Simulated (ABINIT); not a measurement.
# Quasiparticle gap of RbCl (Fm-3m) in ABINIT, part 2 of 2

How does a plane-wave GW calculation on RbCl (Fm-3m) run from the first input to the gap?

ABINIT 10.8.3; PBE and many-body steps on it, plane waves. Known limits of the many-body steps: not at the basis limit; screening head approximate.

So far. Step 2 (Ground state): The gap is direct, at Γ. Step 3 (Bands along the symmetry lines): The gap is 4.958 eV, as in the run before at this level.

## Step 4: Empty states on the mesh, 4×4×4 mesh, 440 bands

Level of this step: DFT, PBE with spin-orbit coupling, plane waves, norm-conserving pseudopotentials (ABINIT).

The sums over transitions need many empty states on a uniform mesh; this step solves for them.

Input file run.abi:

```
acell 3*1.0 Angstrom
rprim 
  0.000000000000 3.289500000000 3.289500000000
  3.289500000000 0.000000000000 3.289500000000
  3.289500000000 3.289500000000 -0.000000000000
ntypat 2
znucl 37 17
natom 2
typat 1 2
xred 
  0.000000000000 0.000000000000 0.000000000000
  0.500000000000 0.500000000000 0.500000000000
pp_dirpath "pseudos"
pseudos "Rb.upf, Cl.upf"
ecut 25
nspinor 2
ngkpt 4 4 4
nshiftk 1
shiftk 0 0 0
kptopt 1
chksymbreak 0
iscf -2
irdden 1
istwfk *1
nband 440
nbdbuf 40
tolwfr 1e-09
nstep 60
prtvol 0
indata_prefix "in"
outdata_prefix "out"
tmpdata_prefix "tmp"
```

Run with:

```sh
$ OMP_NUM_THREADS=1 mpirun -n 8 abinit run.abi > log
```

Numbers of over 12 decimals in the logs are rounded to 6 here.

Log:

```text
.Version 10.8.3 of ABINIT. v10.8.2 released Aug 2026.

 Symmetries : space group Fm -3 m (#225); Bravais cF (face-center cubic)
[... echo of the input left out ...]
== DATASET  1 ==================================================================
-   mpi_nproc: 8, omp_nthreads: 1 (-1 if OMP is not activated)

--- !DatasetInfo
iteration_state: {dtset: 1, }
dimensions: {natom: 2, nkpt: 8, mband: 440, nsppol: 1, nspinor: 2, nspden: 1, mpw: 2884, }
cutoff_energies: {ecut:  25.0, pawecutdg:  -1.0, }
electrons: {nelect:   1.60000000E+01, charge:   0.00000000E+00, occopt:   1.00000000E+00, tsmear:   1.00000000E-02, }

 Real(R)+Recip(G) space primitive vectors, cartesian coordinates (Bohr,Bohr^-1):
 R(1)=  0.0000000  6.2162541  6.2162541  G(1)= -0.0804343  0.0804343  0.0804343
 R(2)=  6.2162541  0.0000000  6.2162541  G(2)=  0.0804343 -0.0804343  0.0804343
 R(3)=  6.2162541  6.2162541  0.0000000  G(3)=  0.0804343  0.0804343 -0.0804343
 Unit cell volume ucvol=  4.8041468E+02 bohr^3
 Angles (23,13,12)=  6.00000000E+01  6.00000000E+01  6.00000000E+01 degrees

 getcut: wavevector=  0.0000  0.0000  0.0000  ngfft=  40  40  40
         ecut(hartree)=     25.000   => boxcut(ratio)=   2.02153

--- Pseudopotential description ------------------------------------------------
- Rb Generated using ONCVPSP code by D. R. Hamann
- 37.00000   9.00000  180418                  znucl, zion, pspdat
12 -101130 2 -1 2308                          pspcod,pspxc,lmax,lloc,mmax
     nproj     2     4     3     0
     spin-orbit psp
        nprojso     4     4     0
  pspatm : epsatm=   34.46105612
         --- l  ekb(1:nproj) -->
             0   -0.468792    8.247800
             1    3.240685   -0.368723    0.000725   -0.000025
             2   -1.026272    0.984798    0.000151
  spin-orbit 1    0.151406   -0.071648    0.010355   -0.000768
  spin-orbit 2   -0.035381    0.013137    0.002870   -0.000993
 pspatm: atomic psp has been read  and splines computed

- Cl Generated using ONCVPSP code by D. R. Hamann
- 17.00000   7.00000  180423                  znucl, zion, pspdat
12 -101130 2 -1 1028                          pspcod,pspxc,lmax,lloc,mmax
     nproj     2     3     2     0
     spin-orbit psp
        nprojso     3     4     0
  pspatm : epsatm=    9.13178236
         --- l  ekb(1:nproj) -->
             0    0.698550    8.138938
             1    3.824209    1.109357    0.000464
             2   -2.938426   -0.805416
  spin-orbit 1    0.132832   -0.034678    0.012887
  spin-orbit 2    0.001681    0.000419   -0.000137   -0.000027
 pspatm: atomic psp has been read  and splines computed

--------------------------------------------------------------------------------

================================================================================
 prteigrs : about to open file out_EIG
 Non-SCF case, kpt    1 (  0.00000  0.00000  0.00000), residuals and eigenvalues=
  2.98E-11  1.70E-10  2.68E-11  4.68E-11  1.37E-11  3.72E-11  2.08E-11  2.27E-11
  4.25E-10  9.03E-10  3.72E-11  7.53E-10  2.05E-11  3.23E-11  1.88E-11  7.89E-10
  1.90E-11  2.30E-11  3.00E-11  2.12E-11  5.82E-10  7.74E-10  1.29E-11  2.13E-11
[...]
-9.3061E-01 -9.3061E-01 -4.9267E-01 -4.9267E-01 -3.6645E-01 -3.6645E-01
 -3.3415E-01 -3.3415E-01 -3.3415E-01 -3.3415E-01 -5.5013E-02 -5.5013E-02
 -5.0087E-02 -5.0087E-02 -5.0087E-02 -5.0087E-02  1.3213E-01  1.3213E-01
[...]
4.2383E+00  4.2384E+00  4.2425E+00  4.2426E+00  4.2426E+00  4.2426E+00
  4.2426E+00  4.2429E+00  4.2529E+00  4.2532E+00  4.2759E+00  4.2763E+00
  4.2848E+00  4.2859E+00
 prteigrs : prtvol=0 or 1, do not print more k-points.

--- !ResultsGS
iteration_state: {dtset: 1, }
comment   : Summary of ground state results
lattice_vectors:
- [  0.0000000,   6.2162541,   6.2162541, ]
- [  6.2162541,   0.0000000,   6.2162541, ]
- [  6.2162541,   6.2162541,  -0.0000000, ]
lattice_lengths: [   8.79111,    8.79111,    8.79111, ]
lattice_angles: [ 60.000,  60.000,  60.000, ] # degrees, (23, 13, 12)
lattice_volume:   4.8041468E+02
convergence: {deltae:  0.000E+00, res2:  0.000E+00, residm:  9.976E-10, diffor:  0.000E+00, }
etotal    :  -4.36186602E+01
entropy   :   0.00000000E+00
fermie    :  -5.00865400E-02
cartesian_stress_tensor: null
pressure_GPa: null
xred      :
- [  0.0000E+00,   0.0000E+00,   0.0000E+00, Rb]
- [  5.0000E-01,   5.0000E-01,   5.0000E-01, Cl]
cartesian_forces: null
force_length_stats: {min: null, max: null, mean: null, }

 Integrated electronic density in atomic spheres:
 ------------------------------------------------
 Atom  Sphere_radius  Integrated_density
    1        2.00000          5.99801220
    2        2.00000          5.05304272
================================================================================

 ----iterations are completed or convergence reached----

 Mean square residual over all n,k,spin=   26.200E-11; max=  99.763E-11
 reduced coordinates (array xred) for    2 atoms
       0.000000000000      0.000000000000      0.000000000000
       0.500000000000      0.500000000000      0.500000000000

 cartesian coordinates (angstrom) at end:
    1      0.000000     0.000000     0.000000
    2      3.289500     3.289500     3.289500
 length scales=  1.889726125908  1.889726125908  1.889726125908 bohr
              =  1.000000000000  1.000000000000  1.000000000000 angstroms
 prteigrs : about to open file out_EIG
 Eigenvalues (hartree) for nkpt=   8  k points:
 kpt#   1, nband=440, wtk=  0.01563, kpt=  0.0000  0.0000  0.0000 (reduced coord)
[...]
4.21810    4.21811    4.23832    4.23838    4.24254    4.24255    4.24256    4.24257
   4.24261    4.24290    4.25289    4.25320    4.27590    4.27628    4.28484    4.28590
 prteigrs : prtvol=0 or 1, do not print more k-points.

== END DATASET(S) ==============================================================
================================================================================

 -outvars: echo values of variables after computation  --------
            nband         440
             nkpt           8
          spgroup         225
 [... the other variables as echoed above ...]

 Calculation completed.
```

It took 7 min on 8 MPI ranks of Intel Xeon Platinum 8259CL at 2.50GHz (Skylake/Cascade Lake), shared host; peak memory 0.95 GiB.

This step gave:

| Item | Value |
| --- | --- |
| gap | 4.958 eV |
| k of the valence top | 0, 0, 0 |
| k of the conduction bottom | 0, 0, 0 |
| least direct gap | 4.958 eV |
| k points computed | 8 |
| lowest point of the top converged band, above the valence top | 106.7696 eV |

On this mesh the gap is 4.958 eV.

## Step 5: Screening, 4×4×4 mesh, 400 bands, screening to 179.6 eV

The RPA dielectric matrix is built and inverted for each q.

This step: RPA screening on PBE with spin-orbit coupling, plane waves, norm-conserving pseudopotentials.

run.abi: that of step 4 with these lines changed.

```diff
@@ -21,10 +21,11 @@
 chksymbreak 0
-iscf -2
-irdden 1
 istwfk *1
-nband 440
-nbdbuf 40
-tolwfr 1e-09
-nstep 60
-prtvol 0
+occopt 1
+irdwfk 1
+optdriver 3
+nband 400
+ecuteps 6.6
+inclvkb 0
+awtr 1
+symchi 1
 indata_prefix "in"
```

Log:

```text
.Version 10.8.3 of ABINIT. v10.8.2 released Aug 2026.

 Symmetries : space group Fm -3 m (#225); Bravais cF (face-center cubic)
[... echo of the input left out ...]
== DATASET  1 ==================================================================
-   mpi_nproc: 8, omp_nthreads: 1 (-1 if OMP is not activated)

--- !DatasetInfo
iteration_state: {dtset: 1, }
dimensions: {natom: 2, nkpt: 8, mband: 400, nsppol: 1, nspinor: 2, nspden: 1, mpw: 2884, }
cutoff_energies: {ecut:  25.0, pawecutdg:  -1.0, }
electrons: {nelect:   1.60000000E+01, charge:   0.00000000E+00, occopt:   1.00000000E+00, tsmear:   1.00000000E-02, }

 SCREENING: Calculation of the susceptibility and dielectric matrices

 Based on a program developped by R.W. Godby, V. Olevano, G. Onida, and L. Reining.
 Incorporated in ABINIT by V. Olevano, G.-M. Rignanese, and M. Torrent.
.Using double precision arithmetic ; gwpc =  8

[... cell and pseudopotentials left out ...]
--------------------------------------------------------------------------------

 ==== K-mesh for the wavefunctions ====
 Number of points in the irreducible wedge :     8
[... list of points left out ...]
 Together with 48 symmetry operations and time-reversal symmetry
 yields    64 points in the full Brillouin Zone.

 ==== Q-mesh for the screening function ====
 Number of points in the irreducible wedge :     8
[... list of points left out ...]
 Together with 48 symmetry operations and time-reversal symmetry
 yields    64 points in the full Brillouin Zone.

 setmesh: FFT mesh size selected  =    30x   30x   30
          total number of points  =        27000

 vcoul_init : cutoff-mode = AUXILIARY_FUNCTION
 q-points for optical limit:   1
     1)      0.000010    0.000020    0.000030

- screening: taking advantage of time-reversal symmetry
- Maximum band index for partially occupied states nbvw = 16
- Remaining bands to be divided among processors   nbcw = 384
- Number of bands treated by each node ~48

 Number of electrons calculated from density =   16.0000; Expected =   16.0000
 average of density, n =  0.033305
 r_s =    1.9281
 omega_plasma =   17.6038 [eV]

 calculating chi0 at frequencies [eV] :
  1    0.000000E+00    0.000000E+00
  2    0.000000E+00    1.760384E+01

--------------------------------------------------------------------------------
  q-point number  1        q = ( 0.000000, 0.000000, 0.000000) [r.l.u.]
--------------------------------------------------------------------------------
[... chi0 elements left out ...]
 For q-point:  0.000010 0.000020 0.000030
  dielectric constant =   2.3310
  dielectric constant without local fields =   2.8384

  Average fulfillment of the sum rule on Im[epsilon] for q-point    1 :     86.90  [%]
[... wings left out ...]
  q-point number  2        q = ( 0.250000, 0.000000, 0.000000) [r.l.u.]
--------------------------------------------------------------------------------
[... chi0 elements left out ...]
  Average fulfillment of the sum rule on Im[epsilon] for q-point    2 :     91.06  [%]

 [... 6 further q-points ...]
```

Run time: 4.9 min. Hardware: 8 MPI ranks; peak memory 4.6 GiB; 39 min of CPU time.

This step gave:

* ε∞ with local fields, on this mesh, along the program's q direction: 2.331
* the same without local fields: 2.838
* plasma frequency: 17.60 eV
* plane waves in the screening matrix: 387

Local fields lower ε∞ by 18 %.

## Step 6: Self-energy, 4×4×4 mesh, 400 bands, screening to 179.6 eV

The self-energy is evaluated for the states that the input lists, and the levels follow from it, in one-shot runs by the linearised quasiparticle equation.

This step: G0W0 on PBE with spin-orbit coupling, plane waves, norm-conserving pseudopotentials.

run.abi: that of step 5 with these lines changed.

```diff
@@ -24,8 +24,15 @@
 irdwfk 1
-optdriver 3
+optdriver 4
 nband 400
+gwcalctyp 0
+ecutsigx 25
+symsigma 0
+nkptgw 1
+kptgw 
+  0.0000000000 0.0000000000 0.0000000000
+bdgw 
+  13 22
 ecuteps 6.6
-inclvkb 0
-awtr 1
-symchi 1
+irdscr 1
+ppmodel 1
 indata_prefix "in"
```

Log:

```text
.Version 10.8.3 of ABINIT. v10.8.2 released Aug 2026.

 Symmetries : space group Fm -3 m (#225); Bravais cF (face-center cubic)
[... echo of the input left out ...]
== DATASET  1 ==================================================================
-   mpi_nproc: 8, omp_nthreads: 1 (-1 if OMP is not activated)

--- !DatasetInfo
iteration_state: {dtset: 1, }
dimensions: {natom: 2, nkpt: 8, mband: 400, nsppol: 1, nspinor: 2, nspden: 1, mpw: 2884, }
cutoff_energies: {ecut:  25.0, pawecutdg:  -1.0, }
electrons: {nelect:   1.60000000E+01, charge:   0.00000000E+00, occopt:   1.00000000E+00, tsmear:   1.00000000E-02, }

 SIGMA: Calculation of the GW corrections

 Based on a program developped by R.W. Godby, V. Olevano, G. Onida, and L. Reining.
 Incorporated in ABINIT by V. Olevano, G.-M. Rignanese, and M. Torrent.
.Using double precision arithmetic ; gwpc =  8

[... cell and pseudopotentials left out ...]
--------------------------------------------------------------------------------

 ==== K-mesh for the wavefunctions ====
 Number of points in the irreducible wedge :     8
[... list of points left out ...]
 Together with 48 symmetry operations and time-reversal symmetry
 yields    64 points in the full Brillouin Zone.

 ==== Q-mesh for screening function ====
 Number of points in the irreducible wedge :     8
[... list of points left out ...]
 Together with 48 symmetry operations and time-reversal symmetry
 yields    64 points in the full Brillouin Zone.

 vcoul_init : cutoff-mode = AUXILIARY_FUNCTION
 q-points for optical limit:   1
     1)      0.000010    0.000020    0.000030
 setmesh: FFT mesh size selected  =    40x   40x   40
          total number of points  =        64000

 Number of electrons calculated from density =   16.0000; Expected =   16.0000
 average of density, n =  0.033305
 r_s =    1.9281
 omega_plasma =   17.6038 [eV]

 === KS Band Gaps ===
  >>>> For spin  1
   Minimum direct gap =   4.9583 [eV], located at k-point      :   0.0000  0.0000  0.0000
   Fundamental gap    =   4.9583 [eV], Top of valence bands at :   0.0000  0.0000  0.0000
                                       Bottom of conduction at :   0.0000  0.0000  0.0000
 SIGMA fundamental parameters:
 PLASMON POLE MODEL  1
 number of plane-waves for SigmaX                 2837
 number of plane-waves for SigmaC and W            387
 number of plane-waves for wavefunctions          2837
 number of bands                                   400
 number of independent spin polarizations            1
 number of spinorial components                      2
 number of k-points in IBZ                           8
 number of q-points in IBZ                           8
 number of symmetry operations                      48
 number of k-points in BZ                           64
 number of q-points in BZ                           64
 number of frequencies for dSigma/dE                 9
 frequency step for dSigma/dE [eV]                0.25
 number of omega for Sigma on real axis              0
 max omega for Sigma on real axis  [eV]           0.00
 zcut for avoiding poles [eV]                     0.10

 EPSILON^-1 parameters (SCR file):
 dimension of the eps^-1 matrix on file            387
 dimension of the eps^-1 matrix used               387
 number of plane-waves for wavefunctions          2837
 number of bands                                   400
 number of q-points in IBZ                           8
 number of frequencies                               2
 number of real frequencies                          1
 number of imag frequencies                          1

 matrix elements of self-energy operator (all in [eV])

 Perturbative Calculation

--- !SelfEnergy_ee
iteration_state: {dtset: 1, }
kpoint     : [   0.000,    0.000,    0.000, ]
spin       : 1
KS_gap     :    4.958
QP_gap     :    7.706
Delta_QP_KS:    2.748
data: !SigmaeeData |
     Band     E0 <VxcDFT>   SigX SigC(E0)      Z dSigC/dE  Sig(E)    E-E0       E
       13  -1.363 -14.016 -18.526   1.874   0.806  -0.241 -16.139  -2.124  -3.487
       14  -1.363 -14.016 -18.523   1.873   0.806  -0.241 -16.138  -2.122  -3.485
       15  -1.363 -14.016 -18.526   1.874   0.806  -0.241 -16.140  -2.124  -3.487
       16  -1.363 -14.016 -18.529   1.875   0.806  -0.241 -16.141  -2.126  -3.489
       17   3.595  -6.591  -3.002  -2.878   0.874  -0.144  -5.969   0.622   4.218
       18   3.595  -6.591  -3.002  -2.878   0.874  -0.144  -5.969   0.622   4.218
       19   6.573  -7.741  -3.429  -2.923   0.871  -0.148  -6.531   1.209   7.783
       20   6.573  -7.741  -3.430  -2.923   0.871  -0.148  -6.531   1.209   7.783
       21   6.573  -7.741  -3.429  -2.923   0.871  -0.148  -6.531   1.210   7.783
       22   6.573  -7.741  -3.429  -2.923   0.871  -0.148  -6.531   1.209   7.783

== END DATASET(S) ==============================================================
================================================================================

 -outvars: echo values of variables after computation  --------
           etotal      0.0000000000E+00
            nband         400
             nkpt           8
          spgroup         225
 [... the other variables as echoed above ...]

 Calculation completed.
```

Elapsed: 9.8 min, on 8 MPI ranks; peak memory 4.3 GiB.

This step gave:

| Quantity | Value |
| --- | --- |
| G0W0 gap on the points computed | 7.703 eV |
| starting gap on the mesh | 4.958 eV |
| k of the valence top | 0, 0, 0 |
| k of the conduction bottom | 0, 0, 0 |
| Z at the valence top | 0.806 |
| Z at the conduction bottom | 0.874 |
| least direct G0W0 gap on the computed points | 7.703 eV |

The gap on the mesh goes from 4.96 eV to 7.70 eV, a correction of +2.74 eV.

Limits: finite bands, cutoff and mesh; screening head approximate. v1 is the top filled band, c1 the lowest empty one. Levels before and after the correction, in eV, zero at the valence-band top of each column:

```tsv
	conduction bottom	valence top
Kohn-Sham	4.96	0.00
G0W0	7.70	0.00
```

```tsv
	level	energy (eV)
Kohn-Sham	Γ v4-v1	0.000
Kohn-Sham	Γ c1-c2	4.958
Kohn-Sham	Γ c3-c6	7.936
G0W0	Γ v4-v1	-0.002
G0W0	Γ c1-c2	7.703
G0W0	Γ c3-c6	11.268
```

## Step 7: Where the time went

Times are wall times on 8 MPI ranks of Intel Xeon Platinum 8259CL at 2.50GHz (Skylake/Cascade Lake), shared host, good to a factor of about two.

```tsv
step	time	share	memory (GiB)
ground state	14 s	1 %	0.64
bands along the symmetry lines	43 s	3 %	0.63
empty states on the mesh	7 min	31 %	0.95
screening	4.9 min	22 %	4.6
self-energy	9.8 min	43 %	4.3
```

## Step 8: Results

| Property | Result |
| --- | --- |
| PBE gap | 4.96 eV, direct |
| G0W0 gap on the mesh | 7.70 eV |
| GW settings | 4×4×4 mesh, 400 bands, screening to 179.6 eV, Godby-Needs plasmon pole |
| known limits | not at the basis limit; screening head approximate |

What this shows: G0W0 moves the gap on the mesh from 4.96 eV to 7.70 eV (+2.74 eV), with Z of 0.81 and 0.87 at the edges. Local fields lower the RPA ε∞ on this mesh from 2.84 to 2.33. Only 1 of the mesh's irreducible points was corrected, so a valley elsewhere could overtake. Bands and cutoff are finite, so the gap is not at the basis limit. The miss can reach some tenths of an eV and take either sign; the mesh is an error of its own. In the G0W0 run levels were corrected at 1 k point alone, so a gap called «on the mesh» is the least over those, and an edge elsewhere would be missed. The long-wavelength limit of the screening leaves out the non-local commutator, which shifts ε∞.

[Paths, hosts, dates, memory and timing lines, banners, echoed tables and standing remarks are left out of the program output.]

[Logs are printed without paths, hosts, clocks, repeated set-up lines and the standing remarks that a program may print on its own settings, such as how far it seeks lower states.]

[Runs of the session that timed out or met a known fault of the program may be left out.]

[Hosts, paths, dates, database ids (printed as entryN), source tags and the programs' standing remarks are cut or masked in the printed files.]

[G0W0 gaps are taken among the corrected bands and points alone; a level outside them can change the order at an edge.]

[Where Ansatz stands beside ABINIT at settings called matched, ABINIT's density can come from a denser mesh and the files from another edition; pairs whose starting gaps differed by over 0.03 eV were left out, so agreement reads better than it is.]
